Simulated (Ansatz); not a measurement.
Method: r²SCAN, scalar-relativistic; no spin polarisation; PAW, 500 eV, 6×6×6 k-mesh, Gaussian smearing of 0.05 eV; code Ansatz. The datasets are Ansatz's generated set soft_2.

The calculation on X2O, where X is one element, gave:

```json
{
  "Space group": "Pn-3m (No. 224)",
  "Conventional cell": "a = 4.756 Å, b = 4.756 Å, c = 4.756 Å, α = 90.00°, β = 90.00°, γ = 90.00°",
  "Volume": "17.93 Å³/atom",
  "Band gap": "0.24 eV",
  "Smallest direct gap": "0.24 eV",
  "Bader charges": "X 0.51; O -1.02 e",
  "Formation energy from the elements (0 K, uncorrected)": "-0.15 eV/atom"
}
```

Sites: X on 4c, O on 2a.

Q: Which element is X?
A. Rh
B. Cd
C. In
D. Ag

A: D. X is Ag, so the compound is Ag2O.

The chain of runs began from a cell as deposited in COD, expanded in volume.
